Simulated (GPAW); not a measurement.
# BAs (Pm-3m) in GPAW: notebook

One crystal, BAs, is run at these levels: PBE, PBEsol, RPBE; tasks: relaxation of cell and atoms.

All numbers are computed with GPAW 26.7.0; they aren't measurements. Logs are shortened: lines on timing, memory, paths and dates and some standing lists are left out, and cuts for length are marked. The log counts tension as positive stress, the text compression.

## (1) Starting point

The structure is cubic, space group Pm-3m (No. 221). Conventional cell: a = 2.934 Å, b = 2.934 Å, c = 2.934 Å, α = 90.00°, β = 90.00°, γ = 90.00°. Around B (site symmetry m-3m) lie 8 As at 2.54 Å. Around As (site symmetry m-3m) lie 8 B at 2.54 Å.

The cell was built by a generator and needn't be a form met in nature.

## (2) Relaxation of cell and atoms, PBE

run.py

```python
from ase.filters import FrechetCellFilter
from ase.io import read, write
from ase.optimize import BFGS
from gpaw import GPAW, PW

atoms = read('POSCAR')

calc = GPAW(mode=PW(800),
            xc='PBE',
            kpts={'size': (9, 9, 9), 'gamma': True},
            occupations={'name': 'fermi-dirac', 'width': 0.05},
            nbands=11,
            convergence={'density': 1e-05, 'forces': 0.0001},
            maxiter=150,
            txt='gpaw.txt')
atoms.calc = calc
opt = BFGS(FrechetCellFilter(atoms), trajectory='relax.traj', logfile='-')
done = opt.run(fmax=0.02, steps=60)
calc.write('gs.gpw')
write('result.traj', atoms)
print('Converged:', done)
print('Cell:', atoms.cell.cellpar().round(4))
print('Volume:', round(atoms.get_volume(), 4))
print(atoms.get_scaled_positions().round(5))
```

POSCAR

```
BAs
1.0
    2.9343700000      0.0000000000      0.0000000000
    0.0000000000      2.9343700000      0.0000000000
    0.0000000000      0.0000000000      2.9343700000
B As
1 1
Direct
    0.5000000000      0.5000000000      0.5000000000
    0.0000000000      0.0000000000      0.0000000000
```

Potentials or basis: GPAW PAW data sets (gpaw-data 1.2.1), pw.

Started as:

```
OMP_NUM_THREADS=1 python run.py
```

gpaw.txt:

```text
__  _  _
 | _ |_)|_||  |
 |__||  | ||/\| - 26.7.0

Input parameters:
  mode=PW(ecut=800.0),
  convergence={'density': 1e-05, 'forces': 0.0001},
  kpts=MonkhorstPack(size=(9, 9, 9), gamma=True),
  maxiter=150,
  nbands=11,
  occupations=Occupations(name='fermi-dirac', width=0.05),
  xc=XC(name='PBE')

Diagonalizing LCAO Hamiltonian
Converting LCAO to pw mode
   .------.
  /|      |
 * |      |
 | | B    |
 | .------.
 |/      /
 As-----*

Atoms  # Å, Bohr magnetons
|   | symbol |        x |        y |        z |    initial magnetic moments |
|---|--------|----------|----------|----------|-----------------------------|
| 0 |      B | 1.467185 | 1.467185 | 1.467185 | ( 0.0000,  0.0000,  0.0000) |
| 1 |     As | 0.000000 | 0.000000 | 0.000000 | ( 0.0000,  0.0000,  0.0000) |

Unit cell  # Å
| periodic |        x |        y |        z |  lengths |    angles |
|----------|----------|----------|----------|----------|-----------|
|      yes | 2.934370 | 0.000000 | 0.000000 | 2.934370 | 90.000000 |
|      yes | 0.000000 | 2.934370 | 0.000000 | 2.934370 | 90.000000 |
|      yes | 0.000000 | 0.000000 | 2.934370 | 2.934370 | 90.000000 |

Number of symmetries: 48
Symmetry operations  # r_c * U_cc + t_c -> r_c
|    | kind |            matrix            |
|----|------|------------------------------|
|  0 |  E   |  1, 0, 0,  0, 1, 0,  0, 0, 1 |
|  1 |  σ   |  1, 0, 0,  0, 1, 0,  0, 0,-1 |
|  2 |  σ   |  1, 0, 0,  0, 0, 1,  0, 1, 0 |
|  3 |  C4  |  1, 0, 0,  0, 0, 1,  0,-1, 0 |
|  4 |  C4  |  1, 0, 0,  0, 0,-1,  0, 1, 0 |
|  5 |  σ   |  1, 0, 0,  0, 0,-1,  0,-1, 0 |
|  6 |  σ   |  1, 0, 0,  0,-1, 0,  0, 0, 1 |
|  7 |  C2  |  1, 0, 0,  0,-1, 0,  0, 0,-1 |
|  8 |  σ   |  0, 1, 0,  1, 0, 0,  0, 0, 1 |
|  9 |  C2  |  0, 1, 0,  1, 0, 0,  0, 0,-1 |
| 10 |  C3  |  0, 1, 0,  0, 0, 1,  1, 0, 0 |
| 11 |  S6  |  0, 1, 0,  0, 0, 1, -1, 0, 0 |
| 12 |  S6  |  0, 1, 0,  0, 0,-1,  1, 0, 0 |
| 13 |  C3  |  0, 1, 0,  0, 0,-1, -1, 0, 0 |
| 14 |  C4  |  0, 1, 0, -1, 0, 0,  0, 0, 1 |
| 15 |  S4  |  0, 1, 0, -1, 0, 0,  0, 0,-1 |
| 16 |  C3  |  0, 0, 1,  1, 0, 0,  0, 1, 0 |
| 17 |  S6  |  0, 0, 1,  1, 0, 0,  0,-1, 0 |
| 18 |  σ   |  0, 0, 1,  0, 1, 0,  1, 0, 0 |
| 19 |  C4  |  0, 0, 1,  0, 1, 0, -1, 0, 0 |
| 20 |  C2  |  0, 0, 1,  0,-1, 0,  1, 0, 0 |
| 21 |  S4  |  0, 0, 1,  0,-1, 0, -1, 0, 0 |
[... 159 lines left out ...]
SCF iterations
|iter     | |      energy | eigst |  dens |force |
|---------|-|-------------|-------|-------|------|
|iter:   1| |   -8.475910 | -0.29 |       |      |
|iter:   2| |   -8.445040 | -2.52 | -1.08 |      |
|iter:   3| |   -8.335933 | -2.68 | -1.13 |      |
|iter:   4| |   -8.335453 | -4.51 | -1.91 |      |
|iter:   5| |   -8.335343c| -4.80 | -2.24 |      |
|iter:   6| |   -8.335345c| -6.49 | -3.31 |      |
|iter:   7| |   -8.335345c| -7.29 | -3.76 |      |
|iter:   8| |   -8.335345c| -8.55c| -4.86 |      |
|iter:   9| |   -8.335345c| -9.36c| -5.40c|      |
|iter:  10| |   -8.335345c|-10.25c| -6.50c|-24.34c|

Converged in 10 steps
Energy contributions relative to reference atoms: (reference = -62172.463167)

Energy contributions:
  Kinetic:           9.501099
  Coulomb:          -7.416893
  Zero:             -0.000804
  External:          0.000000
  Xc:              -10.413729
  Entropy:          -0.010039
  Spinorbit:         0.000000
  ----------------------------
  Free energy:      -8.340365
  Extrapolated:     -8.335345

dipole moment: (-9.768057, -9.768057, -9.768057)  # |e|*Ang

Fermi level: 9.074
Eigenvalues  # (at kpt = [0.000, 0.000, 0.000])
| band index |      eig [eV] | occ [0-2] |
|------------|---------------|-----------|
|          0 |        -6.561 |     2.000 |
|          1 |         8.355 |     2.000 |
|          2 |         8.355 |     2.000 |
|          3 |         8.355 |     2.000 |
|          4 |         8.950 |     1.843 |
|          5 |        14.870 |     0.000 |
|          6 |        14.870 |     0.000 |
|          7 |        18.506 |     0.000 |
[... 4 lines left out ...]
No gap
No difference between direct/indirect transitions

Stress tensor  # eV/Ang^3
|         x |         y |         z |
|-----------|-----------|-----------|
| -0.001957 |  0.000000 |  0.000000 |
|  0.000000 | -0.001957 |  0.000000 |
|  0.000000 |  0.000000 | -0.001957 |

Forces  # eV/Ang
|        x |       y |       z |
|----------|---------|---------|
|  0.00000 | 0.00000 | 0.00000 |  # B    0
| -0.00000 | 0.00000 | 0.00000 |  # As   1

Interpolating wave functions to new cell

           B

       As

Atoms  # Å, Bohr magnetons
|   | symbol |         x |        y |        z |    initial magnetic moments |
|---|--------|-----------|----------|----------|-----------------------------|
| 0 |      B |  1.467444 | 1.467444 | 1.467444 | ( 0.0000,  0.0000,  0.0000) |
| 1 |     As | -0.000000 | 0.000000 | 0.000000 | ( 0.0000,  0.0000,  0.0000) |

Unit cell  # Å
| periodic |         x |         y |        z |  lengths |    angles |
|----------|-----------|-----------|----------|----------|-----------|
|      yes |  2.934888 | -0.000000 | 0.000000 | 2.934888 | 90.000000 |
|      yes | -0.000000 |  2.934888 | 0.000000 | 2.934888 | 90.000000 |
|      yes |  0.000000 |  0.000000 | 2.934888 | 2.934888 | 90.000000 |

Number of symmetries: 48
Symmetry operations  # r_c * U_cc + t_c -> r_c
|    | kind |            matrix            |
|----|------|------------------------------|
|  0 |  E   |  1, 0, 0,  0, 1, 0,  0, 0, 1 |
|  1 |  σ   |  1, 0, 0,  0, 1, 0,  0, 0,-1 |
|  2 |  σ   |  1, 0, 0,  0, 0, 1,  0, 1, 0 |
|  3 |  C4  |  1, 0, 0,  0, 0, 1,  0,-1, 0 |
|  4 |  C4  |  1, 0, 0,  0, 0,-1,  0, 1, 0 |
|  5 |  σ   |  1, 0, 0,  0, 0,-1,  0,-1, 0 |
|  6 |  σ   |  1, 0, 0,  0,-1, 0,  0, 0, 1 |
|  7 |  C2  |  1, 0, 0,  0,-1, 0,  0, 0,-1 |
|  8 |  σ   |  0, 1, 0,  1, 0, 0,  0, 0, 1 |
|  9 |  C2  |  0, 1, 0,  1, 0, 0,  0, 0,-1 |
| 10 |  C3  |  0, 1, 0,  0, 0, 1,  1, 0, 0 |
| 11 |  S6  |  0, 1, 0,  0, 0, 1, -1, 0, 0 |
| 12 |  S6  |  0, 1, 0,  0, 0,-1,  1, 0, 0 |
| 13 |  C3  |  0, 1, 0,  0, 0,-1, -1, 0, 0 |
| 14 |  C4  |  0, 1, 0, -1, 0, 0,  0, 0, 1 |
| 15 |  S4  |  0, 1, 0, -1, 0, 0,  0, 0,-1 |
| 16 |  C3  |  0, 0, 1,  1, 0, 0,  0, 1, 0 |
| 17 |  S6  |  0, 0, 1,  1, 0, 0,  0,-1, 0 |
| 18 |  σ   |  0, 0, 1,  0, 1, 0,  1, 0, 0 |
| 19 |  C4  |  0, 0, 1,  0, 1, 0, -1, 0, 0 |
| 20 |  C2  |  0, 0, 1,  0,-1, 0,  1, 0, 0 |
| 21 |  S4  |  0, 0, 1,  0,-1, 0, -1, 0, 0 |
[... 151 lines left out ...]
convergence criteria:
- Maximum integral of absolute [dens]ity change: 1e-05 electrons / valence electron
- Maximum change in the atomic [forces] across last 2 cycles: 0.0001 eV/Ang OR
Maximum error relative to the maximum force is below inf
- Maximum [total energy] change in last 3 cyles: 0.0005 eV / valence electron
- Maximum integral of absolute [eigenst]ate change: 4e-08 eV^2 / valence electron
maximum number of iterations: 150

SCF iterations
|iter     | |      energy | eigst |  dens |force |
|---------|-|-------------|-------|-------|------|
|iter:   1| |   -8.335381 | -5.07 |       |      |
|iter:   2| |   -8.335381 | -7.94c| -3.48 |      |
|iter:   3| |   -8.335381c| -7.22 | -3.51 |      |
|iter:   4| |   -8.335381c| -8.23c| -4.20 |      |
|iter:   5| |   -8.335381c| -8.53c| -4.84 |      |
|iter:   6| |   -8.335381c| -8.88c| -5.22c|      |
|iter:   7| |   -8.335381c| -9.67c| -6.31c|-24.42c|

Converged in 7 steps
Energy contributions relative to reference atoms: (reference = -62172.463167)

Energy contributions:
  Kinetic:           9.463529
  Coulomb:          -7.389480
  Zero:             -0.000757
  External:          0.000000
  Xc:              -10.403649
  Entropy:          -0.010049
  Spinorbit:         0.000000
  ----------------------------
  Free energy:      -8.340406
  Extrapolated:     -8.335381

dipole moment: (-9.769834, -9.769834, -9.769834)  # |e|*Ang

Fermi level: 9.066
Eigenvalues  # (at kpt = [0.000, 0.000, 0.000])
| band index |      eig [eV] | occ [0-2] |
|------------|---------------|-----------|
|          0 |        -6.563 |     2.000 |
|          1 |         8.348 |     2.000 |
|          2 |         8.348 |     2.000 |
|          3 |         8.348 |     2.000 |
|          4 |         8.939 |     1.856 |
|          5 |        14.863 |     0.000 |
|          6 |        14.863 |     0.000 |
|          7 |        18.494 |     0.000 |
[... 4 lines left out ...]
No gap
No difference between direct/indirect transitions

Stress tensor  # eV/Ang^3
|         x |         y |         z |
|-----------|-----------|-----------|
| -0.001617 |  0.000000 |  0.000000 |
|  0.000000 | -0.001617 |  0.000000 |
|  0.000000 |  0.000000 | -0.001617 |

Forces  # eV/Ang
|        x |        y |        z |
|----------|----------|----------|
|  0.00000 |  0.00000 |  0.00000 |  # B    0
| -0.00000 | -0.00000 | -0.00000 |  # As   1

Interpolating wave functions to new cell

           B

       As

Atoms  # Å, Bohr magnetons
|   | symbol |         x |         y |        z |    initial magnetic moments |
|---|--------|-----------|-----------|----------|-----------------------------|
| 0 |      B |  1.468683 |  1.468683 | 1.468683 | ( 0.0000,  0.0000,  0.0000) |
| 1 |     As | -0.000000 | -0.000000 | 0.000000 | ( 0.0000,  0.0000,  0.0000) |

Unit cell  # Å
| periodic |         x |         y |        z |  lengths |    angles |
|----------|-----------|-----------|----------|----------|-----------|
|      yes |  2.937366 | -0.000000 | 0.000000 | 2.937366 | 90.000000 |
|      yes | -0.000000 |  2.937366 | 0.000000 | 2.937366 | 90.000000 |
|      yes |  0.000000 | -0.000000 | 2.937366 | 2.937366 | 90.000000 |

Number of symmetries: 48
Symmetry operations  # r_c * U_cc + t_c -> r_c
|    | kind |            matrix            |
|----|------|------------------------------|
|  0 |  E   |  1, 0, 0,  0, 1, 0,  0, 0, 1 |
|  1 |  σ   |  1, 0, 0,  0, 1, 0,  0, 0,-1 |
|  2 |  σ   |  1, 0, 0,  0, 0, 1,  0, 1, 0 |
|  3 |  C4  |  1, 0, 0,  0, 0, 1,  0,-1, 0 |
|  4 |  C4  |  1, 0, 0,  0, 0,-1,  0, 1, 0 |
|  5 |  σ   |  1, 0, 0,  0, 0,-1,  0,-1, 0 |
|  6 |  σ   |  1, 0, 0,  0,-1, 0,  0, 0, 1 |
|  7 |  C2  |  1, 0, 0,  0,-1, 0,  0, 0,-1 |
|  8 |  σ   |  0, 1, 0,  1, 0, 0,  0, 0, 1 |
|  9 |  C2  |  0, 1, 0,  1, 0, 0,  0, 0,-1 |
| 10 |  C3  |  0, 1, 0,  0, 0, 1,  1, 0, 0 |
| 11 |  S6  |  0, 1, 0,  0, 0, 1, -1, 0, 0 |
| 12 |  S6  |  0, 1, 0,  0, 0,-1,  1, 0, 0 |
| 13 |  C3  |  0, 1, 0,  0, 0,-1, -1, 0, 0 |
| 14 |  C4  |  0, 1, 0, -1, 0, 0,  0, 0, 1 |
| 15 |  S4  |  0, 1, 0, -1, 0, 0,  0, 0,-1 |
| 16 |  C3  |  0, 0, 1,  1, 0, 0,  0, 1, 0 |
| 17 |  S6  |  0, 0, 1,  1, 0, 0,  0,-1, 0 |
| 18 |  σ   |  0, 0, 1,  0, 1, 0,  1, 0, 0 |
| 19 |  C4  |  0, 0, 1,  0, 1, 0, -1, 0, 0 |
| 20 |  C2  |  0, 0, 1,  0,-1, 0,  1, 0, 0 |
| 21 |  S4  |  0, 0, 1,  0,-1, 0, -1, 0, 0 |
[... 151 lines left out ...]
convergence criteria:
- Maximum integral of absolute [dens]ity change: 1e-05 electrons / valence electron
- Maximum change in the atomic [forces] across last 2 cycles: 0.0001 eV/Ang OR
Maximum error relative to the maximum force is below inf
- Maximum [total energy] change in last 3 cyles: 0.0005 eV / valence electron
- Maximum integral of absolute [eigenst]ate change: 4e-08 eV^2 / valence electron
maximum number of iterations: 150

SCF iterations
|iter     | |      energy | eigst |  dens |force |
|---------|-|-------------|-------|-------|------|
|iter:   1| |   -8.335550 | -3.67 |       |      |
|iter:   2| |   -8.335539 | -6.59 | -2.80 |      |
|iter:   3| |   -8.335478c| -5.86 | -2.83 |      |
|iter:   4| |   -8.335475c| -6.87 | -3.53 |      |
|iter:   5| |   -8.335476c| -8.16c| -4.19 |      |
|iter:   6| |   -8.335475c| -7.67c| -4.55 |      |
|iter:   7| |   -8.335475c| -8.44c| -5.62c|      |
|iter:   8| |   -8.335475c| -9.58c| -6.12c|-24.05c|

Converged in 8 steps
Energy contributions relative to reference atoms: (reference = -62172.463167)

Energy contributions:
  Kinetic:           9.285291
  Coulomb:          -7.259502
  Zero:             -0.000635
  External:          0.000000
  Xc:              -10.355583
  Entropy:          -0.010093
  Spinorbit:         0.000000
  ----------------------------
  Free energy:      -8.340522
  Extrapolated:     -8.335475

dipole moment: (-9.778335, -9.778335, -9.778335)  # |e|*Ang

Fermi level: 9.032
Eigenvalues  # (at kpt = [0.000, 0.000, 0.000])
| band index |      eig [eV] | occ [0-2] |
|------------|---------------|-----------|
|          0 |        -6.572 |     2.000 |
|          1 |         8.317 |     2.000 |
|          2 |         8.317 |     2.000 |
|          3 |         8.317 |     2.000 |
|          4 |         8.883 |     1.903 |
|          5 |        14.832 |     0.000 |
|          6 |        14.832 |     0.000 |
|          7 |        18.434 |     0.000 |
[... 4 lines left out ...]
No gap
No difference between direct/indirect transitions

Stress tensor  # eV/Ang^3
|         x |         y |         z |
|-----------|-----------|-----------|
| -0.000002 | -0.000000 |  0.000000 |
| -0.000000 | -0.000002 |  0.000000 |
|  0.000000 |  0.000000 | -0.000002 |

Forces  # eV/Ang
|       x |       y |        z |
|---------|---------|----------|
| 0.00000 | 0.00000 |  0.00000 |  # B    0
| 0.00000 | 0.00000 | -0.00000 |  # As   1

# Writing to gs.gpw (mode='')
```

It took 17 s on 1 thread of Arm Neoverse V1, shared host; peak memory 0.19 GiB.

What came out:

```yaml
Free_energy: -8.3405 eV
Relaxed_volume: 12.67 Å³/atom
Relaxed_cell: a = 2.937 Å, b = 2.937 Å, c = 2.937 Å, α = 90.00°, β = 90.00°, γ = 90.00°
Space_group_after_relaxing_to_0.05_Å: Pm-3m (No. 221)
Energy_gained_by_relaxing: 0.1 meV/atom
Ionic_steps: 3
Pressure_after_relaxing: 0.0 GPa
Band_gap_on_the_k_mesh: none (metal or under the smearing width)
```

Step by step:
```
step  energy change (eV)  largest force (eV/Å)  pressure (GPa)  volume (Å³)
   1              0.0000                0.0000            0.31        25.27
   2              0.0000                0.0000            0.26        25.28
   3             -0.0001                0.0000            0.00        25.34
```

Final structure:
```
B As
1.0
     2.93737    0.00000    0.00000
     0.00000    2.93737    0.00000
     0.00000    0.00000    2.93737
B As
1 1
Direct
  0.50000 0.50000 0.50000
  0.00000 0.00000 0.00000
```

Levels at points of the mesh, in eV from the Fermi level:
```
           k point  band 2  band 3  band 4  band 5  band 6  band 7
(0.00, 0.00, 0.00)   -0.71   -0.71   -0.71   -0.15    5.80    5.80
```

Caveat: later steps reuse the first step's grids.

## (3) Relaxation of cell and atoms, PBEsol

Changes to run.py since step 2:

```diff
@@ -1,10 +1,19 @@
+from ase import Atoms
 from ase.filters import FrechetCellFilter
-from ase.io import read, write
+from ase.io import write
 from ase.optimize import BFGS
-from gpaw import GPAW, PW
+from gpaw import GPAW, PW, setup_paths
 
-atoms = read('POSCAR')
+setup_paths.insert(0, '.')
+
+atoms = Atoms(['B', 'As'],
+              cell=[[2.93437, 0.0, 0.0],
+                    [0.0, 2.93437, 0.0],
+                    [0.0, 0.0, 2.93437]],
+              scaled_positions=[[0.5, 0.5, 0.5],
+                                [0.0, 0.0, 0.0]],
+              pbc=True)
 
 calc = GPAW(mode=PW(800),
-            xc='PBE',
+            xc='PBEsol',
             kpts={'size': (9, 9, 9), 'gamma': True},
```

Potentials or basis: PAW data sets generated in the run's folder for this functional, pw.

Started as:

```
gpaw-setup -f PBEsol As B
OMP_NUM_THREADS=1 python run.py
```

Wall time 21 s (1 thread of Arm Neoverse V1, shared host); peak memory 0.18 GiB.

It converged, with:

- Free energy: -9.3088 eV
- Relaxed volume: 12.18 Å³/atom
- Relaxed cell: a = 2.899 Å, b = 2.899 Å, c = 2.899 Å, α = 90.00°, β = 90.00°, γ = 90.00°
- Space group after relaxing (to 0.05 Å): Pm-3m (No. 221)
- Energy gained by relaxing: 4.9 meV/atom
- Ionic steps: 3
- Pressure after relaxing: 0.2 GPa
- Band gap on the k mesh: none (metal or under the smearing width)

The path:
| step | energy change (eV) | largest force (eV/Å) | pressure (GPa) | volume (Å³) |
| --- | --- | --- | --- | --- |
| 1 | 0.0000 | 0.0000 | -3.66 | 25.27 |
| 2 | -0.0032 | 0.0000 | -3.06 | 25.11 |
| 3 | -0.0098 | 0.0000 | 0.22 | 24.36 |

Final structure:
```
B As
1.0
     2.89882    0.00000    0.00000
     0.00000    2.89882    0.00000
     0.00000    0.00000    2.89882
B As
1 1
Direct
  0.50000 0.50000 0.50000
  0.00000 0.00000 0.00000
```

Levels at points of the mesh, in eV from the Fermi level:
```csv
k point,band 2,band 3,band 4,band 5,band 6,band 7
"(0.00, 0.00, 0.00)",-0.78,-0.78,-0.78,0.23,5.69,5.69
```

Caveat: later steps reuse the first step's grids.

## (4) Relaxation of cell and atoms, RPBE

Changes to run.py since step 3:

```diff
@@ -4,5 +4,3 @@
 from ase.optimize import BFGS
-from gpaw import GPAW, PW, setup_paths
-
-setup_paths.insert(0, '.')
+from gpaw import GPAW, PW
 
@@ -17,3 +15,3 @@
 calc = GPAW(mode=PW(800),
-            xc='PBEsol',
+            xc='RPBE',
             kpts={'size': (9, 9, 9), 'gamma': True},
```

Potentials or basis: the program's PAW data sets (release 1.2.1) made for this functional, pw.

Started as:

```
OMP_NUM_THREADS=1 python run.py
```

Wall time 19 s (1 thread of Arm Neoverse V1, shared host); peak memory 0.19 GiB.

Results (log left out):

```
Free energy                            : -7.5965 eV
Relaxed volume                         : 12.90 Å³/atom
Relaxed cell                           : a = 2.955 Å, b = 2.955 Å, c = 2.955 Å, α = 90.00°, β = 90.00°, γ = 90.00°
Space group after relaxing (to 0.05 Å) : Pm-3m (No. 221)
Energy gained by relaxing              : 1.8 meV/atom
Ionic steps                            : 3
Pressure after relaxing                : 0.0 GPa
Band gap on the k mesh                 : none (metal or under the smearing width)
```

Step by step:
```
step  energy change (eV)  largest force (eV/Å)  pressure (GPa)  volume (Å³)
   1              0.0000                0.0000            2.12        25.27
   2             -0.0011                0.0000            1.74        25.36
   3             -0.0037                0.0000            0.03        25.79
```

Final structure:
```cif
data_structure
_symmetry_space_group_name_H-M 'P 1'
_symmetry_Int_Tables_number 1
_cell_length_a 2.9545
_cell_length_b 2.9545
_cell_length_c 2.9545
_cell_angle_alpha 90.000
_cell_angle_beta 90.000
_cell_angle_gamma 90.000
_cell_volume 25.79
loop_
_atom_site_label
_atom_site_type_symbol
_atom_site_fract_x
_atom_site_fract_y
_atom_site_fract_z
_atom_site_occupancy
B1 B 0.50000 0.50000 0.50000 1
As1 As 0.00000 0.00000 0.00000 1
```

Levels at points of the mesh, in eV from the Fermi level:
```tsv
k point	band 1	band 2	band 3	band 4	band 5	band 6	band 7	band 8
(0.00, 0.00, 0.00)	-15.44	-0.69	-0.69	-0.69	-0.28	5.77	5.77	9.31
```

Caveat: later steps reuse the first step's grids.

## (5) The runs side by side

```tsv
level	potentials or basis	gap on the mesh (eV)	pressure (GPa)	relaxed volume (Å³/atom)
PBE	GPAW PAW data sets (gpaw-data 1.2.1), pw	none	0.0	12.67
PBEsol	PAW data sets generated in the run's folder for this functional, pw	none	0.2	12.18
RPBE	the program's PAW data sets (release 1.2.1) made for this functional, pw	none	0.0	12.90
```

Alike in all rows: task relaxation of cell and atoms; no spin polarisation; cell relaxed; k mesh 9 × 9 × 9; cutoff (eV) 800; smearing fermi-dirac 0.05 eV.

Caveats: later steps reuse the first step's grids.

Total energies depend on the potentials used, so only differences within one code and one set of settings carry meaning.
